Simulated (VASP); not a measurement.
# NaI in VASP: one cell, several levels of theory, part 2 of 2

The system is NaI, a lower-symmetry cell derived from the zincblende prototype, a generated structure that needn't be the ground state.

VASP 6.6.1, plane waves, PAW.

### Step 3. Single point with r2SCAN

File INCAR:

```
ENCUT = 520.000000
SIGMA = 0.010000
EDIFF = 1.00e-07
ALGO = Normal
METAGGA = R2SCAN
PREC = Accurate
IBRION = -1
ISIF = 2
ISMEAR = 0
NBANDS = 14
NELM = 120
NSW = 0
LASPH = .TRUE.
LCHARG = .TRUE.
LELF = .TRUE.
LWAVE = .FALSE.
LREAL = .FALSE.
```

File KPOINTS:

```
KPOINTS created by Atomic Simulation Environment
0
Gamma
6 6 6
0 0 0
```

File KPOINTS_OPT:

```
special points
6
Reciprocal
0.0000000000 0.0000000000 0.0000000000 1
-0.5000000000 -0.5000000000 0.0000000000 1
-0.3750000000 -0.3750000000 0.2500000000 1
-0.3750000000 0.0000000000 0.3750000000 1
0.0000000000 0.0000000000 0.5000000000 1
-0.5000000000 -0.2500000000 0.2500000000 1
```

File POSCAR:

```
Na I
 1.0000000000000000
     0.0000000000000000    3.5431916337999998    3.5431916337999998
     3.5963395082999998    0.0000000000000000    3.5431916337999998
     3.5963395082999998    3.5431916337999998    0.0000000000000000
 Na  I
   1   1
Cartesian
  0.0000000000000000  0.0000000000000000  0.0000000000000000
  1.7981697541499999  1.7715958168999999  1.7715958168999999
```

On the command line:

```sh
$ mpirun -np 1 vasp_std
```

Standard output, without the iteration lines:

```text
POSCAR found type information on POSCAR NaI
 POSCAR found :  2 types and       2 ions
 -----------------------------------------------------------------------------
|                                                                             |
|                                                                             |
|     You enforced a specific xc type in the INCAR file but a different       |
|     I HOPE YOU KNOW WHAT YOU ARE DOING!                                     |
|                                                                             |
 -----------------------------------------------------------------------------

 LDA part: xc-table for (None), standard interpolation
 POSCAR, INCAR and KPOINTS ok, starting setup
 FFT: planning ... GRIDC
 FFT: planning ... GRID_SOFT
 FFT: planning ... GRID
 WAVECAR not read
 entering main loop
 Start KPOINTS_OPT (optional k-point list driver)
k-point batch [1-6\6]
```

OSZICAR:

```text
N       E                     dE             d eps       ncg     rms          rms(c)
DAV:   1     0.566236264910E+02    0.56624E+02   -0.65319E+03   840   0.857E+02
DAV:   2    -0.252123363693E+02   -0.81836E+02   -0.76176E+02   888   0.209E+02
DAV:   3    -0.323376589704E+02   -0.71253E+01   -0.70830E+01  1110   0.617E+01
DAV:   4    -0.325162012978E+02   -0.17854E+00   -0.17850E+00  1020   0.103E+01
DAV:   5    -0.325206731884E+02   -0.44719E-02   -0.44718E-02  1166   0.162E+00    0.212E+00
DAV:   6    -0.309139608551E+02    0.16067E+01   -0.32217E-01   876   0.561E+00    0.194E+00
DAV:   7    -0.309083099815E+02    0.56509E-02   -0.18741E-01  1068   0.294E+00    0.746E-01
DAV:   8    -0.309114812542E+02   -0.31713E-02   -0.69156E-03  1038   0.624E-01    0.537E-01
DAV:   9    -0.309163222159E+02   -0.48410E-02   -0.46729E-03   954   0.564E-01    0.172E-01
DAV:  10    -0.309162624726E+02    0.59743E-04   -0.92533E-05  1050   0.720E-02    0.109E-01
DAV:  11    -0.309164502596E+02   -0.18779E-03   -0.22638E-04   954   0.112E-01    0.358E-02
DAV:  12    -0.309164425656E+02    0.76941E-05   -0.26479E-06  1074   0.187E-02    0.200E-02
DAV:  13    -0.309164431432E+02   -0.57759E-06   -0.27683E-06  1038   0.185E-02    0.116E-02
DAV:  14    -0.309164444290E+02   -0.12858E-05   -0.33098E-07  1050   0.591E-03    0.231E-03
DAV:  15    -0.309164430964E+02    0.13327E-05   -0.16837E-08  1032   0.121E-03    0.471E-04
DAV:  16    -0.309164427845E+02    0.31185E-06   -0.31744E-09   690   0.530E-04    0.983E-05
DAV:  17    -0.309164427913E+02   -0.67917E-08   -0.68034E-10   612   0.202E-04
   1 F= -.30916443E+02 E0= -.30916443E+02  d E =-.167227E-12
       N       E                     dE             ncg
DAV:   1     0.353467731877E+03   -0.25896E+04      168
DAV:   2    -0.137091702983E+03   -0.49056E+03      180
DAV:   3    -0.181282566460E+03   -0.44191E+02      216
DAV:   4    -0.182387349297E+03   -0.11048E+01      208
DAV:   5    -0.182417974077E+03   -0.30625E-01      252
DAV:   6    -0.182418418322E+03   -0.44425E-03      222
DAV:   7    -0.182418422290E+03   -0.39685E-05      258
DAV:   8    -0.182418422332E+03   -0.41612E-07      158
```

OUTCAR, selected sections:

```text
k-points           NKPTS =     30   k-points in BZ     NKDIM =     30   number of bands    NBANDS=     14

   NELECT =      14.0000    total number of electrons

   dimension x,y,z NGX =    40 NGY =   40 NGZ =   40
   dimension x,y,z NGXF=    80 NGYF=   80 NGZF=   80

  energy-cutoff  :      520.00
  volume of cell :       90.30
      direct lattice vectors                 reciprocal lattice vectors
     0.000000000  3.543191634  3.543191634    -0.139030255  0.141115709  0.141115709
     3.596339508  0.000000000  3.543191634     0.139030255 -0.141115709  0.141115709
     3.596339508  3.543191634  0.000000000     0.139030255  0.141115709 -0.141115709

 k-points in reciprocal lattice and weights: KPOINTS created by Atomic Simulation Env
   0.00000000  0.00000000  0.00000000       0.005
   0.16666667  0.00000000  0.00000000       0.037
   0.33333333  0.00000000  0.00000000       0.037
   0.50000000  0.00000000  0.00000000       0.019
   0.16666667  0.16666667  0.00000000       0.019
   0.33333333  0.16666667  0.00000000       0.074
   0.50000000  0.16666667  0.00000000       0.074
  -0.33333333  0.16666667  0.00000000       0.074
[... 22 more k-points ...]

 E-fermi :  -1.4798

 k-point     1 :       0.0000    0.0000    0.0000
  band No.  band energies     occupation
      1     -24.4417      2.00000
      2     -24.4415      2.00000
      3     -24.4400      2.00000
      4     -12.2461      2.00000
      5      -1.5416      2.00000
      6      -1.5240      2.00000
      7      -1.5240      2.00000
      8       2.8687      0.00000
      9       6.9960      0.00000
     10       7.0212      0.00000
     11       7.0213      0.00000
     12       8.6250      0.00000
     13       8.7944      0.00000
     14      10.2743      0.00000

 k-point     2 :       0.1667    0.0000    0.0000
  band No.  band energies     occupation
      1     -24.4421      2.00000
      2     -24.4416      2.00000
      3     -24.4403      2.00000
      4     -12.2141      2.00000
      5      -1.8938      2.00000
      6      -1.5718      2.00000
      7      -1.5546      2.00000
      8       3.4381      0.00000
      9       6.6509      0.00000
     10       7.1352      0.00000
     11       7.1755      0.00000
     12       8.2612      0.00000
     13       8.3621      0.00000
     14       9.7944      0.00000

 k-point     3 :       0.3333    0.0000    0.0000
  band No.  band energies     occupation
      1     -24.4431      2.00000
      2     -24.4417      2.00000
      3     -24.4406      2.00000
      4     -12.1486      2.00000
      5      -2.4709      2.00000
      6      -1.6415      2.00000
      7      -1.6138      2.00000
      8       4.3065      0.00000
      9       6.4526      0.00000
     10       6.8532      0.00000
     11       6.9439      0.00000
     12       8.9861      0.00000
     13       8.9963      0.00000
     14       9.2863      0.00000

 k-point     4 :       0.5000    0.0000    0.0000
  band No.  band energies     occupation
      1     -24.4437      2.00000
      2     -24.4418      2.00000
      3     -24.4408      2.00000
      4     -12.1151      2.00000
      5      -2.7148      2.00000
      6      -1.6751      2.00000
      7      -1.6424      2.00000
      8       4.5385      0.00000
      9       6.6037      0.00000
     10       6.6469      0.00000
     11       6.7413      0.00000
     12       9.7201      0.00000
     13      10.2729      0.00000
     14      10.3598      0.00000

 k-point     5 :       0.1667    0.1667    0.0000
  band No.  band energies     occupation
      1     -24.4423      2.00000
      2     -24.4418      2.00000
      3     -24.4402      2.00000
      4     -12.2030      2.00000
      5      -1.8853      2.00000
      6      -1.6441      2.00000
      7      -1.6337      2.00000
      8       3.6246      0.00000
      9       6.3773      0.00000
     10       7.3299      0.00000
     11       7.3894      0.00000
     12       7.4193      0.00000
     13       8.9641      0.00000
     14      11.1140      0.00000

 k-point     6 :       0.3333    0.1667    0.0000
  band No.  band energies     occupation
      1     -24.4431      2.00000
      2     -24.4419      2.00000
      3     -24.4405      2.00000
      4     -12.1484      2.00000
      5      -2.3120      2.00000
      6      -1.7319      2.00000
      7      -1.7183      2.00000
      8       4.4002      0.00000
      9       6.0778      0.00000
     10       6.5526      0.00000
     11       7.4705      0.00000
     12       8.2914      0.00000
     13       9.5187      0.00000
     14      10.4062      0.00000

 k-point     7 :       0.5000    0.1667    0.0000
  band No.  band energies     occupation
      1     -24.4436      2.00000
      2     -24.4420      2.00000
      3     -24.4408      2.00000
      4     -12.1042      2.00000
      5      -2.6029      2.00000
      6      -1.8554      2.00000
      7      -1.7357      2.00000
      8       4.9293      0.00000
      9       5.7617      0.00000
     10       6.9244      0.00000
     11       7.1346      0.00000
     12       9.1741      0.00000
     13      10.3755      0.00000
     14      10.7657      0.00000

 k-point     8 :      -0.3333    0.1667    0.0000
  band No.  band energies     occupation
      1     -24.4433      2.00000
      2     -24.4421      2.00000
      3     -24.4408      2.00000
      4     -12.1158      2.00000
      5      -2.5249      2.00000
      6      -1.8978      2.00000
      7      -1.6690      2.00000
      8       4.9625      0.00000
      9       5.8470      0.00000
     10       6.7710      0.00000
     11       7.0698      0.00000
     12       8.7312      0.00000
     13      10.1681      0.00000
     14      10.5174      0.00000

 k-point     9 :      -0.1667    0.1667    0.0000
  band No.  band energies     occupation
      1     -24.4424      2.00000
      2     -24.4420      2.00000
      3     -24.4406      2.00000
      4     -12.1712      2.00000
      5      -2.1837      2.00000
      6      -1.7594      2.00000
      7      -1.5836      2.00000
      8       4.1656      0.00000
      9       6.4095      0.00000
     10       6.6842      0.00000
     11       7.3763      0.00000
     12       7.6554      0.00000
     13       9.2346      0.00000
     14      10.6347      0.00000

[... the tables of k-points 10 to 30 left out ...]

  Total       -0.1313520     -0.1328950     -0.1328950      0.0000000      0.0000000      0.0000000
  in kB       -2.3305985     -2.3579755     -2.3579755      0.0000000      0.0000000      0.0000000
  external PRESSURE =      -2.3488499 kB  Pullay stress =       0.0000000 kB

 POSITION                                       TOTAL-FORCE (eV/Angst)
 -----------------------------------------------------------------------------------
      0.00000      0.00000      0.00000         0.000000      0.000000      0.000000
      1.79817      1.77160      1.77160        -0.000000      0.000000     -0.000000
 -----------------------------------------------------------------------------------
    total drift:                               -0.000023     -0.000001     -0.000001

  FREE ENERGIE OF THE ION-ELECTRON SYSTEM (eV)
  ---------------------------------------------------
  free  energy   TOTEN  =       -30.9164427913 eV

  energy  without entropy=      -30.9164427913  energy(sigma->0) =      -30.91644279
```

Hardware: 1 MPI rank of Intel Xeon Platinum 8488C, shared host.

The levels at the points of KPOINTS_OPT are read from vasprun.xml.

Band energies at the special points (eV, zero at the top of v, the last band that the electrons fill by count):

| point | v−1 | v | c | c+1 |
| --- | --- | --- | --- | --- |
| Γ | 0.00 | 0.00 | 4.39 | 8.52 |
| X | -0.41 | -0.40 | 5.57 | 6.82 |
| U | -0.69 | -0.32 | 6.15 | 7.36 |
| K | -0.69 | -0.32 | 6.15 | 7.36 |
| L | -0.15 | -0.12 | 6.06 | 8.13 |
| W | -0.73 | -0.45 | 6.40 | 8.03 |

The r2SCAN gap is 4.39 eV, direct at Γ. Pressure: -0.23 GPa; the forces vanish within 0.01 eV/Å.

The maps below are laid out on this run's own conventional cell (a, b, c = 5.011, 5.011, 7.193 Å).

Density in a lattice plane of the grid's cell (edges 5.01 and 7.19 Å, at 0.000 of the third edge), which holds Na and I.

Ten even steps from '0' (-0.61 e/Å³) to '9' (11.88 e/Å³):
```
5310000000000013
1000000000000000
0000000000000000
0000000000000000
0000000000000000
0000000000000000
0000000000000000
0000000000000000
0000000000000000
0000000000000000
0000000000000000
0000000000000000
0000000111000000
0000001000100000
0000010000010000
0000001000100000
0000001111100000
1000000000000000
5310000000000013
9610000000000016
```
Columns run along the first of these edges and rows up along the second, over one cell in 16 and 20 even steps from the bottom left corner. Atoms in the plane (fractional): Na at (0.00, 0.00), I at (0.50, 0.25).

ELF in the same plane.

Ten even steps from '0' (0.00) to '9' (0.89):
```
1230002333200032
3310000000000013
0000000000000000
0000000000000000
0000000000000000
0000000000000000
0000000000000000
0000000000000000
0000002333200000
0000146777641000
0002578999875200
0025789999987520
0037899999998730
0058999868999850
0158999646999851
0038999868999830
0005999999999500
3200699999996002
1230178999871032
0030026777620030
```
Columns run along the first of these edges and rows up along the second, over one cell in 16 and 20 even steps from the bottom left corner. Atoms in the plane (fractional): Na at (0.00, 0.00), I at (0.50, 0.25).

Both are smooth fields of the valence electrons: close to the nuclei they are not physical.

Outside the cores ELF peaks at 0.89 on the I–Na line, 1.2 Å from I; 0.89 in the shell around I, 1.1 Å from I.

### Step 4. Summary

The summary covers parts 1 to 2.

| level | gap (eV) | pressure (GPa) | Ansatz: gap (eV) | Ansatz: pressure (GPa) |
| --- | --- | --- | --- | --- |
| PBE | 3.79 | 0.21 | 3.79 | 0.19 |
| r2SCAN | 4.39 | -0.23 | 4.39 | -0.16 |

In words: The gap spans 3.79 eV (PBE) to 4.39 eV (r2SCAN). Spin-orbit coupling is left out, though the cell holds I (Z = 53); in an element this heavy it can shift bands and gaps by tenths of an eV. The two programs agree on the gap within 0.02 eV, far less than the spread between functionals. The two codes have different PAW datasets and cutoffs. VASP's cell holds 14 valence electrons and Ansatz's 26.
